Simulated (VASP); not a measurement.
# Si in VASP: convergence with k mesh

Input of the first run (k mesh 2 × 2 × 2); the others differ in this setting and in those tied to it:

INCAR

```
SYSTEM = Si
ALGO     = Normal         ! electronic algorithm
EDIFF    = 1E-7           ! SCF threshold, eV
ENCUT    = 520            ! plane-wave cutoff, eV
GGA      = PE             ! functional
ISIF     = 2              ! what is computed and relaxed
ISMEAR   = 0              ! smearing method
LASPH    = .TRUE.         ! aspherical terms in the spheres
LCHARG   = .FALSE.        ! write CHGCAR
LREAL    = .FALSE.        ! projectors in reciprocal space
LWAVE    = .FALSE.        ! write WAVECAR
NELM     = 100            ! most SCF steps
PREC     = Accurate       ! precision mode
SIGMA    = 0.02           ! smearing width, eV
```

File KPOINTS:

```
k-points
0
G
  2 2 2
  0 0 0
```

File POSCAR:

```
Si
1.0
    4.1209500000      0.0000000000      0.0000000000
   -2.0604700000      3.5688500000      0.0000000000
    0.0000000000      0.0000000000      2.6547900000
Si
2
Direct
    0.3333300000      0.6666700000      0.5000000000
    0.6666700000      0.3333300000      0.5000000000
```

Potentials or basis: VASP PAW PBE potentials, release 64 (Si).

Command:

```sh
$ cat potpaw_PBE.64/Si/POTCAR > POTCAR
$ mpirun -np 1 vasp_std > vasp.out
```

The cell was built by a generator and needn't be a form met in nature.

Hardware: 1 thread of Intel(R) Xeon(R) Platinum 8175M CPU @ 2.50GHz (Skylake/Cascade Lake) (shared host).

```tsv
k mesh	energy less the tightest run, at zero smearing (meV/atom)	pressure (GPa)	SCF cycles	CPU time (s)	peak memory (GiB)
2 × 2 × 2	-419.14	-3.36	18	4.4	0.14
3 × 3 × 3	115.32	-1.54	14	3.9	0.14
3 × 3 × 4	105.20	-0.50	20	7	0.14
4 × 4 × 6	-64.76	-0.53	12	6.6	0.14
6 × 6 × 7	-15.91	-0.30	13	13	0.15
7 × 7 × 9	13.43	0.07	13	16	0.16
9 × 9 × 11	9.77	0.01	13	31	0.17
10 × 10 × 14	3.42	0.04	13	44	0.19
12 × 12 × 16	0.00	-0.06	13	66	0.23
```

Against the tightest run, the pressure stays within 0.1 GPa from 9 × 9 × 11 on. Not settled before the last step: the energy (to 1 meV/atom). Meshes of other sizes hit other points, so gaps and Fermi surfaces needn't settle smoothly. The tightest run that finished is the yardstick and may itself not be fully converged.
